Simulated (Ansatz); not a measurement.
Crystal: MnS.

```
Mn S
1.0
     3.95358    0.00000    0.00000
    -1.97679    3.42390    0.00000
     0.00000    0.00000    6.34253
Mn S
2 2
Cartesian
  1.9768 1.1413 3.1639
  0.0000 2.2826 6.3352
  0.0000 2.2826 3.9714
  1.9768 1.1413 0.8001
```

The cell is a database's computed one.

Alike in all runs: program Ansatz 0.2.0; functional PBE; potentials or basis Ansatz PAW; cutoff 420 eV (not typed: the program's choice for these potentials); k mesh 7 × 7 × 4; occupations fermi-dirac, width 0.05 eV.

Q: Only the start or the spin constraint differs. Which run ends lowest in energy?
A. collinear spin, program default start; fixed moment 0
B. collinear spin, ferromagnetic start of up to 4 μB; fixed moment 8
C. collinear spin, ferromagnetic start of up to 1 μB; fixed moment 2
D. collinear spin, ferromagnetic start of up to 2 μB; fixed moment 4
E. collinear spin, ferromagnetic start of up to 3 μB; fixed moment 6
F. collinear spin, ferromagnetic start of up to 5 μB; fixed moment 10

A: F.

| start | free energy over the lowest (meV/atom) | net moment (μB) | site or absolute moments (μB) | gap |
| --- | --- | --- | --- | --- |
| collinear spin, ferromagnetic start of up to 8 μB; fixed moment 16 | 5251.6 | 16.00 | Mn +4.57; S +1.23 | - |
| collinear spin, ferromagnetic start of up to 3 μB; fixed moment 6 | 343.9 | 6.00 | Mn +2.82; S -0.09 | - |
| collinear spin, ferromagnetic start of up to 4 μB; fixed moment 8 | 125.6 | 8.00 | Mn +3.53; S -0.01 | - |
| collinear spin, ferromagnetic start of up to 2 μB; fixed moment 4 | 555.4 | 4.00 | Mn +1.98; S -0.11 | - |
| collinear spin, program default start; fixed moment 0 | 766.3 | 0.00 | - | - |
| collinear spin, ferromagnetic start of up to 1 μB; fixed moment 2 | 703.4 | 2.00 | Mn +1.01; S -0.06 | - |
| collinear spin, ferromagnetic start of up to 6 μB; fixed moment 12 | 1556.0 | 12.00 | Mn +4.29; S +0.50 | - |
| collinear spin, ferromagnetic start of up to 5 μB; fixed moment 10 | 0.0 | 10.00 | Mn +4.14; S +0.14 | - |

All polarised runs hold their moment fixed, so the table maps the energy against it. A still lower state may exist.

Caveats: the total moment is fixed, so each spin has its own Fermi level; the magnetic or orbital state may not be the lowest (some runs).
